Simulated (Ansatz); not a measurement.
Reaction (formal loss of a carbene): `OCC(O)CF` → `[CH]F` + `OCCO`

Gas-phase electronic energies from Ansatz, PBE0-D4/def2-TZVP geometries. CCSD(T)/CBS adds triple-zeta CCSD(T) − MP2 to the extrapolated MP2 energy (def2 sets, frozen cores). This one scheme is used for every species. DFT in def2-TZVPP. B3LYP here is the variant with VWN-RPA as its local correlation; programs differ in this. Each species was taken in one conformer, which may not be the lowest.

```json
{"level": "r2SCAN-D4", "ΔE (kcal/mol)": "96.3"}
{"level": "PBE0", "ΔE (kcal/mol)": "95.2"}
{"level": "B3LYP", "ΔE (kcal/mol)": "87.8"}
{"level": "CCSD/def2-TZVPP", "ΔE (kcal/mol)": "89.7"}
```

(1) What does CCSD(T)/CBS give? (Estimate.)

Largest T1 diagnostic among the species: 0.018.

Answers

(1) Ansatz gave: +91.7 kcal/mol. The listed levels differ from it by 4.6, 3.5, -3.9, -2.0 kcal/mol.

In def2-TZVPP, CCSD(T) changes the Hartree–Fock value by +9.5 kcal/mol (the triples alone add +0.6 kcal/mol) and MP2 by +16.1 kcal/mol. From PBE to PBE0 (25 % exact exchange), in def2-TZVPP and without D4, ΔE moves by +2.8 kcal/mol. The D4 term adds +2.8 kcal/mol with B3LYP and +1.5 kcal/mol with PBE0; it sums over pairs of atoms, weighted by their polarisabilities, and B3LYP, whose exchange is more repulsive, gets the larger term.

CCSD(T)/CBS has its own doubt, a few kJ/mol and more with outer-core shells, so smaller differences from it don't rank the levels.
